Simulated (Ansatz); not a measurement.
# SnSb3: the cost of one run

Program: Ansatz 0.2.0. Level of theory: DFT PBE, scalar-relativistic, plane waves, PAW. These are calculated values, not measurements.

## 1. Starting point

Symmetry: Pm-3n, No. 223, cubic system. The conventional cell has a = 6.096 Å, b = 6.096 Å, c = 6.096 Å, α = 90.00°, β = 90.00°, γ = 90.00°. Sn (site symmetry m-3) has 12 Sb at 3.41 Å as nearest neighbours. Sb (site symmetry -4m2) is surrounded by 2 Sb at 3.05 Å and 4 Sn at 3.41 Å.

As a file:

```
CELL_PARAMETERS angstrom
6.09649 0.00000 0.00000
0.00000 6.09649 0.00000
0.00000 0.00000 6.09649
ATOMIC_POSITIONS crystal
Sn 0.00000 0.00000 0.00000
Sn 0.50000 0.50000 0.50000
Sb 0.00000 0.50000 0.25000
Sb 0.00000 0.50000 0.75000
Sb 0.25000 0.00000 0.50000
Sb 0.75000 0.00000 0.50000
Sb 0.50000 0.75000 0.00000
Sb 0.50000 0.25000 0.00000
```

This is candidate A: A15 type (Pm-3n, No. 223).

(A quick probe on a coarse mesh, which set the mesh and smearing, is not shown.)

## 3. Full relaxation (candidate A)

Contents of input.yaml:

```yaml
crystal:
  lattice:
    - [6.0964901504, 0.0, 0.0]
    - [0.0, 6.0964901504, 0.0]
    - [0.0, 0.0, 6.0964901504]
  atoms:
    - { symbol: Sn, position: [0.0, 0.0, 0.0] }
    - { symbol: Sn, position: [0.5, 0.5, 0.5] }
    - { symbol: Sb, position: [0.0, 0.5, 0.25] }
    - { symbol: Sb, position: [0.0, 0.5, 0.75] }
    - { symbol: Sb, position: [0.25, 0.0, 0.5] }
    - { symbol: Sb, position: [0.75, 0.0, 0.5] }
    - { symbol: Sb, position: [0.5, 0.75, 0.0] }
    - { symbol: Sb, position: [0.5, 0.25, 0.0] }
basis:
  ecutwfc: 420
kpoints:
  mp_grid: { grid: [6, 6, 6] }
hamiltonian:
  xc: pbe
scf:
  occupations: { method: gaussian, width: 0.1 }
output:
  forces: true
  stress: true
  eigenvalues: true
relax:
  adjacent_minimum: "off"
  f_tol: 0.01
  max_steps: 80
  cell: { stress_tol: 0.05 }
```

Run with:

```bash
$ ansatz run input.yaml --threads 1 --pin off --max-ram 2560MiB --backend cpu --events-out ev --progress --plain --runs-dir out
```

What time and memory should one allow on 1 thread of Arm Neoverse V1, shared host?

About 97 s, with a peak of 0.59 GiB.
